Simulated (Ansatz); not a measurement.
# PtS2: the cost of one run

Code: Ansatz 0.2.0. PAW datasets, plane waves. The values are computed, spin-unpolarised, and not measurements.

### 1 The cell

The unstrained cell was relaxed with r2SCAN+rVV10; in each strained cell the atoms were relaxed again with r2SCAN+rVV10. Names of k-points are those of the unstrained zone, where strain can split equivalent points. First state: no strain.

It is trigonal, P-3m1 (No. 164); conventional cell a = 3.553 Å, c = 5.123 Å, 18.66 Å³ an atom. Pt has 6 S at 2.39 Å; S has 3 Pt at 2.39 Å.

Coordinates:

```cif
data_structure
_symmetry_space_group_name_H-M 'P 1'
_symmetry_Int_Tables_number 1
_cell_length_a 3.5526
_cell_length_b 3.5526
_cell_length_c 5.1227
_cell_angle_alpha 90.000
_cell_angle_beta 90.000
_cell_angle_gamma 120.000
_cell_volume 55.99
loop_
_atom_site_label
_atom_site_type_symbol
_atom_site_fract_x
_atom_site_fract_y
_atom_site_fract_z
_atom_site_occupancy
Pt1 Pt 0.00000 0.00000 0.00000 1
S1 S 0.33333 0.66667 0.23926 1
S2 S 0.66667 0.33333 0.76074 1
```

### 2 No strain: PBE

Input file input.yaml:

```yaml
crystal:
  lattice:
    - [3.5526415799, 0.0, 0.0]
    - [-1.77632079, 3.0766778587, 0.0]
    - [0.0, 0.0, 5.122711055]
  atoms:
    - { symbol: Pt, position: [0.0, 0.0, 0.0] }
    - { symbol: S, position: [0.3333333333, 0.6666666667, 0.2392599767] }
    - { symbol: S, position: [0.6666666667, 0.3333333333, 0.7607400233] }
kpoints:
  mp_grid: { grid: [12, 12, 6] }
  band_path:
    path:
      - [0.0, 0.0, 0.0]
      - [0.5, 0.0, 0.0]
      - [0.3333333333, 0.3333333333, 0.0]
      - [0.0, 0.0, 0.5]
      - [0.5, 0.0, 0.5]
      - [0.3333333333, 0.3333333333, 0.5]
      - [0.0, 0.25, 0.3333333333]
      - [0.0, 0.169271, 0.1875]
      - [0.0, 0.28125, 0.299479]
    npoints: 1
hamiltonian:
  xc: pbe
scf:
  occupations: { method: fermi_dirac, width: 0.02 }
  n_extra_bands: 4
output:
  forces: true
  stress: true
  eigenvalues: true
```

Command:

```sh
ansatz run input.yaml --threads 4 --pin off --max-ram 4608MiB --backend cpu --events-out ev --progress --plain --runs-dir out
```

Q: Estimate wall time and peak memory on 4 threads of Intel Xeon at 2.50GHz (Skylake/Cascade Lake), shared host.

About 4.6 s, with a peak of 0.42 GiB.
